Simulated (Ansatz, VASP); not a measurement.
**Al (Al wire along [110], 23 atoms a period) in two plane-wave programs**

Wanted: the spread between two codes on one cell, functional and k mesh. The structure shown is the end of the Ansatz relaxation below.

Main program and level: Ansatz 0.2.0; plane waves, with VASP 6.6.1 beside it; single point at PBE.

## 1. The structure

The cell holds 23 atoms: 23 Al. Its edges and angles: a = 18.920 Å, b = 18.227 Å, c = 2.728 Å, α = 90.0°, β = 90.0°, γ = 90.0°. Vacuum lies along a and b. The structure's axis is c.

## 2. Ansatz: relaxation, PBE

Ansatz runs on its PAW soft_1 files.

This run makes the geometry at which the two programs are then compared.

The input, input.yaml:

```yaml
crystal:
  lattice:
    - [18.92, 0.0, 0.0]
    - [0.0, 18.227, 0.0]
    - [0.0, 0.0, 2.856711396]
  atoms:
    - { symbol: Al, position: [0.286469345, 0.34326611, 0.0] }
    - { symbol: Al, position: [0.286469345, 0.499995764, 0.0] }
    - { symbol: Al, position: [0.5, 0.34326611, 0.0] }
    - { symbol: Al, position: [0.5, 0.186536457, 0.0] }
    - { symbol: Al, position: [0.5, 0.499995764, 0.0] }
    - { symbol: Al, position: [0.713530655, 0.34326611, 0.0] }
    - { symbol: Al, position: [0.713530655, 0.499995764, 0.0] }
    - { symbol: Al, position: [0.179704017, 0.421630937, 0.5] }
    - { symbol: Al, position: [0.179704017, 0.578360591, 0.5] }
    - { symbol: Al, position: [0.393234672, 0.264901284, 0.5] }
    - { symbol: Al, position: [0.393234672, 0.421630937, 0.5] }
    - { symbol: Al, position: [0.393234672, 0.578360591, 0.5] }
    - { symbol: Al, position: [0.393234672, 0.735090244, 0.5] }
    - { symbol: Al, position: [0.606765328, 0.264901284, 0.5] }
    - { symbol: Al, position: [0.606765328, 0.421630937, 0.5] }
    - { symbol: Al, position: [0.606765328, 0.578360591, 0.5] }
    - { symbol: Al, position: [0.606765328, 0.735090244, 0.5] }
    - { symbol: Al, position: [0.820295983, 0.421630937, 0.5] }
    - { symbol: Al, position: [0.820295983, 0.578360591, 0.5] }
    - { symbol: Al, position: [0.286469345, 0.656725418, 0.0] }
    - { symbol: Al, position: [0.5, 0.656725418, 0.0] }
    - { symbol: Al, position: [0.5, 0.813455071, 0.0] }
    - { symbol: Al, position: [0.713530655, 0.656725418, 0.0] }
kpoints:
  mp_grid: { grid: [1, 1, 29] }
scf:
  occupations: { method: fermi_dirac, width: 0.05 }
hamiltonian:
  xc: pbe
  pseudopotentials: { kind: paw, azcp: { folder: soft_1 } }
relax:
  cell: { fix: [a, b, alpha, beta, gamma] }
  max_steps: 45
  f_tol: 0.03
```

Started as:

```
$ ansatz run input.yaml --threads 16 --pin off --max-ram 61440MiB --backend cuda --events-out ev --progress --plain --runs-dir out --max-vram 78GiB
```

Numbers of over 12 decimals in the logs are rounded to 6 here.

The log of the run:

```text
Engine: ansatz 0.2.0, aarch64-unknown-linux-gnu
Pseudopotentials: kind: paw
Pseudopotential: Al, paw, valence charge 3, recommended cutoff 420 eV (normal), soft_1/Al.paw.azcp
Functional definition: PBE
  parameter kappa = 0.804
  parameter beta = 0.066725
  exchange = pbe_x(kappa = kappa, mu = beta*pi^2/3)
  correlation = pbe_c(beta = beta)
[...]
Crystal: 23 atoms, lattice volume = 985.151 Å³
Basis set: ecut = 420 eV, 19247 PW (Γ), exchange–correlation on 256×250×40 points (8 copies of the dense FFT grid, shifted against one another)
Bands: 58, of which v1, the nominal top of the filled ones, is band 35 counted from 1 (34 counted from 0)
Symmetry: 8 space group operations
Space group: Pmmm (ITA 47), of the structure as read, at distance tolerance 1.0e-4 Å
k-points: 15 of 29
Non-local potential: Al, projectors of the file, l = 0: 2, l = 1: 2, l = 2: 1
PAW form: soft (Blöchl's): semilocal exchange-correlation on the pseudo side does not see the compensation charge
PAW one-centre angular grid: Al, 110 points (default); XC on 64 Gauss nodes
Initial density: superposition of atomic densities (neutral atoms: chi_scale 0, normalization atom)
Initial wavefunctions: pseudopotential atomic-orbital guess
[...]
Functional: x = pbe(κ = 0.804, μ = 0.219515), c = pbe(β = 0.066725)
SCF iter   1: F=—  HF=-12360.189238 eV  |F-HF|=—  |Δ(HF+E_count)|=         —  Δρ=1.91e-2  dr2=4.30e1  ethr=3.10e-3  ⟨swp⟩=8.8  Hψ=5172  notcnv=0  defer=35
preconditioner: auto → LDOS  [metal: Δε(μ)=0.032 eV  Ē_g=6.363 eV  σ=0.050 eV  W_gap=0.16  n_scr=84 (ndim 8)  ℏωp=9.8 eV  f_vac=0.401  D(μ)=10.79/eV (n_scr^D=52)  β→1.0]
SCF iter   2: F=—  HF=-12356.058798 eV  |F-HF|=—  |Δ(HF+E_count)|=    4.13e0  Δρ=1.06e-2  dr2=5.14e0  ethr=3.10e-3  ⟨swp⟩=4.6  Hψ=2418  notcnv=0  defer=136
[...]
SCF iter   9: F=-12355.471238 eV  HF=-12355.471238 eV  |F-HF|=2.58e-9  |Δ(HF+E_count)|=   2.47e-8  Δρ=4.84e-7  dr2=3.97e-9  ethr=1.45e-10  ⟨swp⟩=5.3  Hψ=2860  notcnv=0
SCF 1 converged in 9 iterations: F = -12355.471238 eV  dr2 = 3.97e-9
  greatest PAW one-centre occupation: 0.489 electrons in one spin orbital (limit 2), on the Al atom at site 18 (counted from 0), in its partial waves of l = 0
relax step   1: F+E_penalty+E_count = -12355.47123843 eV  Δ(F+E_penalty+E_count) = +0.000e0 eV  max|allowed force component| = 2.188e-1 eV/Å  Δτ_max = 0.0000 Å  P = -0.916 GPa  Ω = 985.151 Å³  fix = [a, b, alpha, beta, gamma]  reactions: a -0.459, b -0.347 GPa  (9 SCF iters, dr2 threshold 1.00e-7 eV, accepted)
[...]
Crystal: 23 atoms, lattice volume = 949.652 Å³
Basis set: ecut = 420 eV, 18647 PW (Γ), exchange–correlation on 256×250×40 points (8 copies of the dense FFT grid, shifted against one another)
[...]
iter 1 solved again at ethr=5.92e-4 eV; its pass at ethr=3.10e-3 eV (dr2=4.09e-1 eV) is discarded
SCF iter   1: F=—  HF=-12355.849349 eV  |F-HF|=—  |Δ(HF+E_count)|=         —  Δρ=2.38e-3  dr2=4.40e-1  ethr=5.92e-4  ⟨swp⟩=5.7  Hψ=4480  notcnv=0  defer=2
preconditioner: auto → LDOS  [metal: Δε(μ)=0.014 eV  Ē_g=6.238 eV  σ=0.050 eV  W_gap=0.07  n_scr=88 (ndim 8)  ℏωp=10.0 eV  f_vac=0.435  D(μ)=9.82/eV (n_scr^D=46)  β→1.0]
SCF iter   2: F=—  HF=-12355.797432 eV  |F-HF|=—  |Δ(HF+E_count)|=   5.19e-2  Δρ=7.20e-4  dr2=1.56e-2  ethr=5.92e-4  ⟨swp⟩=2.8  Hψ=1385  notcnv=0  defer=20
[...]
SCF iter   6: F=-12355.796085 eV  HF=-12355.796086 eV  |F-HF|=1.33e-7  |Δ(HF+E_count)|=   6.82e-7  Δρ=3.08e-6  dr2=3.05e-7  ethr=3.33e-9  ⟨swp⟩=5.3  Hψ=2835  notcnv=0
SCF 2 converged in 6 iterations: F = -12355.796085 eV  dr2 = 3.05e-7
  greatest PAW one-centre occupation: 0.484 electrons in one spin orbital (limit 2), on the Al atom at site 18 (counted from 0), in its partial waves of l = 0
relax step   2: F+E_penalty+E_count = -12355.79608546 eV  Δ(F+E_penalty+E_count) = -3.248e-1 eV  max|allowed force component| = 1.091e-1 eV/Å  Δτ_max = 0.0897 Å  P = +0.312 GPa  Ω = 949.652 Å³  energy of the carried Pulay correction = +3.058e-3 eV  fix = [a, b, alpha, beta, gamma]  reactions: a +0.600, b +0.567 GPa  (6 SCF iters, dr2 threshold 2.30e-6 eV, accepted)
[...]
Crystal: 23 atoms, lattice volume = 932.544 Å³
[...]
iter 1 solved again at ethr=7.00e-4 eV; its pass at ethr=3.10e-3 eV (dr2=4.83e-1 eV) is discarded
[...]
SCF 3 converged in 6 iterations: F = -12355.829972 eV  dr2 = 2.97e-7
[...]
SCF 4 converged in 5 iterations: F = -12355.843940 eV  dr2 = 4.08e-7
[...]
SCF 5 converged in 5 iterations: F = -12355.851623 eV  dr2 = 7.76e-8
[...]
SCF 6 converged in 5 iterations: F = -12355.849141 eV  dr2 = 5.17e-11
[...]
SCF converged after 5 iterations
[...]
atom  17  Al     0.00420936    -0.00416960     0.00000000
  atom  18  Al    -0.00226373     0.00035757     0.00000000
  atom  19  Al    -0.00226373    -0.00035757     0.00000000
  atom  20  Al     0.00387640    -0.00727992     0.00000000
  atom  21  Al     0.00000000    -0.00253592     0.00000000
  atom  22  Al    -0.00000000     0.00127670     0.00000000
  atom  23  Al    -0.00387640    -0.00727992     0.00000000
  max |Σ_I F_I| component: 1.30e-18 eV/Å
--- Stress (GPa, compression-positive) ---
        0.006788       0.000000       0.000000
        0.000000      -0.013139       0.000000
        0.000000       0.000000      -0.008038
  P = ⅓ Tr σ = -0.0048 GPa (-0.048 kbar)
--- Band table (eV; the first three rows and the last of 15) ---
  k-point 0: bands = [... 31 lower, -0.4096, -0.1758, 0.4018, 0.4411, 0.4655, 1.2542, 1.3921, 1.8642, ... 19 higher]
  k-point 1: bands = [... 31 lower, -0.3877, -0.1539, 0.4234, 0.4622, 0.4869, 1.2758, 1.4143, 1.8837, ... 19 higher]
  k-point 2: bands = [... 31 lower, -0.3219, -0.0885, 0.4880, 0.5253, 0.5509, 1.3408, 1.4805, 1.9414, ... 19 higher]
  k-point 14: bands = [... 31 lower, 0.3305, 0.5172, 0.6271, 0.7151, 0.7236, 0.9657, 1.0913, 1.3027, ... 19 higher]
--- Relaxed structure (5 steps of the walk, 5 accepted, 1 SCFs on fresh bases) ---
  F+E_penalty+E_count = -12355.84914050 eV   max|allowed force component| = 7.280e-3 eV/Å   (the final SCF, on the basis selected at the relaxed cell)
  cell:  # Å, volume = 940.7267 Å³
    - [18.92, 0.0, 0.0]
    - [0.0, 18.227, 0.0]
    - [0.0, 0.0, 2.727892]
  atoms:
    - { symbol: Al, position: [0.282176, 0.340201, 0.0] }
    - { symbol: Al, position: [0.290281, 0.499996, 0.0] }
    - { symbol: Al, position: [0.5, 0.339413, 0.0] }
    - { symbol: Al, position: [0.5, 0.186891, 0.0] }
    - { symbol: Al, position: [0.5, 0.499996, 0.0] }
    - { symbol: Al, position: [0.717824, 0.340201, 0.0] }
    - { symbol: Al, position: [0.709719, 0.499996, 0.0] }
    - { symbol: Al, position: [0.179049, 0.423100, 0.5] }
    - { symbol: Al, position: [0.179049, 0.576892, 0.5] }
    - { symbol: Al, position: [0.388411, 0.261874, 0.5] }
    - { symbol: Al, position: [0.393291, 0.418341, 0.5] }
    - { symbol: Al, position: [0.393291, 0.581651, 0.5] }
    - { symbol: Al, position: [0.388411, 0.738117, 0.5] }
    - { symbol: Al, position: [0.611589, 0.261874, 0.5] }
    - { symbol: Al, position: [0.606709, 0.418341, 0.5] }
    - { symbol: Al, position: [0.606709, 0.581651, 0.5] }
    - { symbol: Al, position: [0.611589, 0.738117, 0.5] }
    - { symbol: Al, position: [0.820951, 0.423100, 0.5] }
    - { symbol: Al, position: [0.820951, 0.576892, 0.5] }
    - { symbol: Al, position: [0.282176, 0.659791, 0.0] }
    - { symbol: Al, position: [0.5, 0.660578, 0.0] }
    - { symbol: Al, position: [0.5, 0.813101, 0.0] }
    - { symbol: Al, position: [0.717824, 0.659791, 0.0] }
```

The column dr2 measures how far the density is from self-consistency, as an energy; F and HF (Harris–Foulkes) agree once it is small.

[end of part 1 of 2]

[Lines on the potential files, build, host, timing and source positions are cut from VASP's logs without a mark.]

[Logs are printed without paths, hosts, clocks, repeated set-up lines and the standing remarks that a program may print on its own settings, such as how far it seeks lower states.]

[Hosts, paths, dates, database ids (printed as entryN), source tags and the programs' standing remarks are cut or masked in the printed files.]
